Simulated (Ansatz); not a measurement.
The system is Bi2TeSe2 (Skippenite).

```xyz
5
Lattice="2.0915 1.2075 9.7123 -2.0915 1.2075 9.7123 0.0000 -2.4151 9.7123" Properties=species:S:1:pos:R:3 pbc="T T T"
Bi    0.0000    0.0000   17.5387
Bi    0.0000    0.0000   11.5983
Te    0.0000    0.0000    0.0000
Se    0.0000    0.0000   22.9716
Se    0.0000    0.0000    6.1654
```

| Property | Result |
| --- | --- |
| Program | Ansatz 0.2.0 |
| Task | relaxation of cell and atoms |
| Functional | r2SCAN |
| Potentials or basis | Ansatz PAW |
| Cutoff | 500 eV (not typed: the program's choice for these potentials) |
| k mesh | 7 × 7 × 7 |
| Occupations | fermi-dirac, width 0.05 eV |
| Spin | no spin polarisation |

At the start: volume 29.43 Å³/atom.

**Question.** Where does the relaxation end?

**Answer.** It ends after 7 steps and the volume is 32.04 Å³/atom (+8.8 %); space group R-3m (No. 166, to 0.05 Å).

The path:
```csv
step,energy change (eV),largest force (eV/Å),volume (Å³)
1,0.0000,2.0400,147.17
2,-0.4640,0.2489,154.20
3,-0.4882,0.0325,159.25
4,-0.4902,0.0460,159.38
5,-0.4911,0.0087,159.74
6,-0.4912,0.0013,160.18
7,-0.4932,0.0013,160.18
```

Final structure:
```yaml
crystal:
  lattice:
    - [2.12857, 1.22893, 10.20598]
    - [-2.12857, 1.22893, 10.20598]
    - [0.00000, -2.45786, 10.20598]
  atoms:
    - { symbol: Bi, position: [0.59713, 0.59713, 0.59713] }
    - { symbol: Bi, position: [0.40287, 0.40287, 0.40287] }
    - { symbol: Te, position: [0.00000, 0.00000, 0.00000] }
    - { symbol: Se, position: [0.78501, 0.78501, 0.78501] }
    - { symbol: Se, position: [0.21499, 0.21499, 0.21499] }
```

Caveat: the plane-wave basis is chosen anew once the cell has moved, so the energies of steps on either side of that aren't comparable; the PAW data sets come from PBE, with cores solved anew for the run's functional, which leaves a small shift of forces and pressure.
